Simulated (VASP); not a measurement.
# Ag (Pm-3m) in VASP: further runs, part 2 of 2

VASP 6.6.1.

**3. Single point, LDA**

This run uses another cell than the first one, of 17.81 Å³/atom, 0.960 times its volume.

INCAR

```
SYSTEM = Ag
PREC = Accurate
ENCUT = 520
EDIFF = 1E-7
ISMEAR = -1
SIGMA = 0.1
LREAL = .FALSE.
LASPH = .TRUE.
NELM = 100
ALGO = Normal
ISIF = 2
LWAVE = .FALSE.
LCHARG = .FALSE.
NBANDS = 12
```

KPOINTS

```
regular mesh
0
G
  13 13 13
  0 0 0
```

POSCAR

```
Ag
1.0
    2.6113069887      0.0000000000      0.0000000000
    0.0000000000      2.6113069887      0.0000000000
    0.0000000000      0.0000000000      2.6113069887
Ag
1
Direct
    0.0000000000      0.0000000000      0.0000000000
```

Potentials or basis: VASP PAW LDA potentials, release 64 (Ag).

Command:

```
cat potpaw_LDA.64/Ag/POTCAR > POTCAR
mpirun -np 1 vasp_std > vasp.out
```

OUTCAR:

```text
SYSTEM = Ag
   PREC = Accurate
   ENCUT = 520
   EDIFF = 1E-7
   ISMEAR = -1
   LREAL = .FALSE.
   LASPH = .TRUE.
   NELM = 100
   ISIF = 2

 ion  position               nearest neighbor table
   1  0.000  0.000  0.000-

  LATTYP: Found a simple cubic cell.
 ALAT       =     2.6113069887

  Lattice vectors:

 A1 = (   2.6113069887,   0.0000000000,   0.0000000000)
 A2 = (   0.0000000000,   2.6113069887,   0.0000000000)
 A3 = (   0.0000000000,   0.0000000000,   2.6113069887)

Analysis of symmetry for initial positions (statically):
=====================================================================
 Subroutine PRICEL returns:
 Original cell was already a primitive cell.

 Routine SETGRP: Setting up the symmetry group for a
 simple cubic supercell.

 Subroutine GETGRP returns: Found 48 space group operations
 (whereof 48 operations were pure point group operations)
 out of a pool of 48 trial point group operations.

The static configuration has the point symmetry O_h .

Analysis of symmetry for dynamics (positions and initial velocities):
=====================================================================
 Subroutine PRICEL returns:
 Original cell was already a primitive cell.

 Routine SETGRP: Setting up the symmetry group for a
 simple cubic supercell.

 Subroutine GETGRP returns: Found 48 space group operations
 (whereof 48 operations were pure point group operations)
 out of a pool of 48 trial point group operations.

The dynamic configuration has the point symmetry O_h .

 Subroutine INISYM returns: Found 48 space group operations
 (whereof 48 operations are pure point group operations),
 and found     1 'primitive' translations

----------------------------------------------------------------------------------------

                                     Primitive cell

  volume of cell :      17.8063

  direct lattice vectors                    reciprocal lattice vectors
     2.611306989  0.000000000  0.000000000     0.382949996  0.000000000  0.000000000
[... 113 lines left out ...]
   LEPSILON=     F    determine dielectric tensor
   LRPA    =     F    only Hartree local field effects (RPA)
 non-spin polarized calculation
  energy-cutoff  :      520.00
  volume of cell :       17.81
 maximum number of plane-waves:       492
 NGX is ok and might be reduce to    20
   NGX =  9   NGY =  9   NGZ =  9

 number of electron      11.0000010 magnetization

 Free energy of the ion-electron system (eV)
  ---------------------------------------------------
  ext. energy  EPLUGINS =         0.00000000
  ---------------------------------------------------
  free energy    TOTEN  =        -3.36094534 eV

  energy without entropy =       -3.35078549  energy(sigma->0) =       -3.35586541

 E-fermi :   7.4453     XC(G=0): -12.2240

 val. band max:        7.3931857245   @ k =   0.3077   0.3077   0.2308
 cond. band min:       7.5040353731   @ k =   0.3846   0.3077   0.0769
 fundamental gap:      0.1108496485
 Fermi energy:         7.4453163597

 k-point     1 :       0.0000    0.0000    0.0000
  band No.  band energies     occupation
      1       0.1065      2.00000
      2       0.9770      2.00000
      3       0.9770      2.00000
      4       4.7963      2.00000
      5       4.7963      2.00000
      6       4.7963      2.00000
      7      22.4641      0.00000
      8      22.4641      0.00000
      9      22.4641      0.00000
     10      28.4362      0.00000
     11      28.4362      0.00000
     12      28.9916      0.00000
[... 331 lines left out ...]
 k-point    24 :       0.3846    0.3077    0.0000
  band No.  band energies     occupation
      1       1.6759      2.00000
      2       1.7515      2.00000
      3       3.8207      2.00000
      4       3.9550      2.00000
      5       4.0865      2.00000
      6       7.2975      1.62867
      7      13.1908      0.00000
      8      18.2350      0.00000
      9      22.8478      0.00000
     10      28.4248      0.00000
     11      30.2406      0.00000
     12      31.7799      0.00000

 [... further k-points ...]

------------------------ aborting loop because EDIFF is reached ----------------------------------------

  FORCE on cell =-STRESS in cart. coord.  units (eV):
  Direction    XX          YY          ZZ          XY          YZ          ZX
  --------------------------------------------------------------------------------------
  -------------------------------------------------------------------------------------
  Total        0.5392732      0.5392732      0.5392732      0.0000000     -0.0000000      0.0000000
  in kB       48.5227717     48.5227717     48.5227717      0.0000000     -0.0000000      0.0000000
  external PRESSURE =      48.5227717 kB  Pullay stress =       0.0000000 kB

 VOLUME and BASIS-vectors are now :
 -----------------------------------------------------------------------------
  energy-cutoff  :      520.00
  volume of cell :       17.81
      direct lattice vectors                 reciprocal lattice vectors
     2.611306989  0.000000000  0.000000000     0.382949996  0.000000000  0.000000000
     0.000000000  2.611306989  0.000000000     0.000000000  0.382949996  0.000000000
     0.000000000  0.000000000  2.611306989     0.000000000  0.000000000  0.382949996

 POSITION                                       TOTAL-FORCE (eV/Angst)
 -----------------------------------------------------------------------------------
      0.00000      0.00000      0.00000         0.000000      0.000000      0.000000
 -----------------------------------------------------------------------------------
    total drift:                               -0.000000     -0.000000     -0.000000

  FREE ENERGIE OF THE ION-ELECTRON SYSTEM (eV)
  ---------------------------------------------------
  free  energy   TOTEN  =        -3.3609453369 eV

  energy  without entropy=       -3.3507854874  energy(sigma->0) =       -3.35586541
```

Run time: 11 s. Hardware: 1 thread of AMD EPYC 9R14 (Zen 4), shared host; peak memory 0.09 GiB.

Results:

```
Free energy            : -3.3609 eV
Pressure               : 4.9 GPa
Band gap on the k mesh : none (metal or under the smearing width)
```

**4. Single point, LDA**

This run uses another cell than the first one, of 17.06 Å³/atom, 0.920 times its volume.

INCAR

```
SYSTEM = Ag
ALGO = Fast ; EDIFF = 1E-7
ENCUT = 520 ; GGA = CA
ISIF = 2 ; ISMEAR = -1
LASPH = .True. ; LCHARG = .False.
LREAL = .False. ; LWAVE = .False.
NBANDS = 12 ; NELM = 100
PREC = Accurate ; SIGMA = 0.1
```

KPOINTS

```
k-points
0
Gamma
  13 13 13
  0 0 0
```

POSCAR

```
Ag
1.0
    2.5745231173      0.0000000000      0.0000000000
    0.0000000000      2.5745231173      0.0000000000
    0.0000000000      0.0000000000      2.5745231173
Ag
1
Direct
    0.0000000000      0.0000000000      0.0000000000
```

Command:

```
cat potpaw_LDA.64/Ag/POTCAR > POTCAR
mpirun -np 1 vasp_std > vasp.out
```

Wall time 13 s (1 thread of AMD EPYC 9R14 (Zen 4), shared host); peak memory 0.09 GiB.

It converged, with:

* Free energy: -3.3244 eV
* Pressure: 11.0 GPa
* Band gap on the k mesh: none (metal or under the smearing width)

Levels at points of the mesh, in eV from the Fermi level:
```tsv
k point	band 3	band 4	band 5	band 6	band 7	band 8	band 9	band 10
(0.00, 0.00, 0.00)	-6.73	-2.64	-2.64	-2.64	15.34	15.34	15.34	21.56
```

**5. Single point, LDA**

This run uses another cell than the first one, of 19.29 Å³/atom, 1.040 times its volume.

INCAR

```
PREC = Accurate ; ENCUT = 520
EDIFF = 1E-6 ; ISMEAR = -1
SIGMA = 0.1 ; LREAL = F
LASPH = T ; NELM = 80
ALGO = Fast ; ISIF = 2
LWAVE = F ; LCHARG = F
NBANDS = 12
```

KPOINTS

```
regular mesh
0
Gamma
  13 13 13
```

POSCAR

```
Ag
1.0
    2.6819167940      0.0000000000      0.0000000000
    0.0000000000      2.6819167940      0.0000000000
    0.0000000000      0.0000000000      2.6819167940
Ag
1
Direct
    0.0000000000      0.0000000000      0.0000000000
```

Command:

```
cat potpaw_LDA.64/Ag/POTCAR > POTCAR
mpirun -np 1 vasp_std > vasp.out
```

Run time: 11 s. Hardware: 1 thread of AMD EPYC 9R14 (Zen 4), shared host; peak memory 0.1 GiB.

It converged, with:

- Free energy: -3.3642 eV
- Pressure: -3.5 GPa
- Band gap on the k mesh: none (metal or under the smearing width)

Levels at points of the mesh, in eV from the Fermi level:
| k point | band 3 | band 4 | band 5 | band 6 | band 7 | band 8 | band 9 | band 10 |
| --- | --- | --- | --- | --- | --- | --- | --- | --- |
| (0.00, 0.00, 0.00) | -6.02 | -2.68 | -2.68 | -2.68 | 14.41 | 14.41 | 14.41 | 19.95 |

**6. Overview**

| cell | k mesh | gap on the mesh (eV) | pressure (GPa) |
| --- | --- | --- | --- |
| Pm-3m, 18.55 Å³/atom | 19 × 19 × 19 | none | 0.1 |
| Pm-3m, 17.81 Å³/atom | 13 × 13 × 13 | none | 4.9 |
| Pm-3m, 17.06 Å³/atom | 13 × 13 × 13 | none | 11.0 |
| Pm-3m, 19.29 Å³/atom | 13 × 13 × 13 | none | -3.5 |

Alike in all rows: task single point; level LDA; potentials or basis VASP PAW LDA potentials, release 64 (Ag); no spin polarisation; cutoff (eV) 520; smearing fermi-dirac 0.1 eV.

Every run on the cell as given and a fine mesh finds a metal.

Total energies depend on the potentials used, so only differences within one code and one set of settings carry meaning.
